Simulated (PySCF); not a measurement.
**PbSe (Clausthalite) in PySCF: convergence with density cutoff**

Crystal: PbSe (Clausthalite).

```xyz
2
Lattice="0.0000 3.0606 3.0606 3.0606 0.0000 3.0606 3.0606 3.0606 0.0000" Properties=species:S:1:pos:R:3 pbc="T T T"
Pb    0.0000    0.0000    0.0000
Se    3.0606    3.0606    3.0606
```

- Program: PySCF 2.14.0
- Task: convergence study
- Functional: LDA
- Potentials or basis: DZVP-MOLOPT-SR/GTH-PBE (potentials made for PBE)
- k mesh: 5 × 5 × 5
- Occupations: fermi-dirac, width 0.05 eV
- Spin: no spin polarisation

These are the settings of the first run; the series varies density cutoff, with any setting tied to it.

Hardware: 2 threads of AMD EPYC 7571, with other jobs on the host.

| density cutoff | energy less the tightest run, at zero smearing (meV/atom) | SCF cycles | CPU time (s) | peak memory (GiB) |
| --- | --- | --- | --- | --- |
| 9 Ha | 77.81 | 5 | 200 | 1.4 |
| 14 Ha | 8.94 | 5 | 220 | 1.4 |
| 20 Ha | -0.01 | 5 | 200 | 1.4 |
| 29 Ha | -0.01 | 5 | 210 | 1.4 |
| 38 Ha | 0.00 | 5 | 270 | 1.4 |
| 46 Ha | 0.00 | 5 | 260 | 1.4 |
| 58 Ha | 0.00 | 5 | 310 | 1.6 |
| 72 Ha | 0.00 | 5 | 480 | 1.6 |
| 87 Ha | 0.00 | 5 | 460 | 1.6 |

Against the tightest run, the energy stays within 1 meV/atom from 20 Ha on. The tightest run that finished is the yardstick and may itself not be fully converged.

 The run has no spin-orbit coupling, so splittings on Pb are missing.
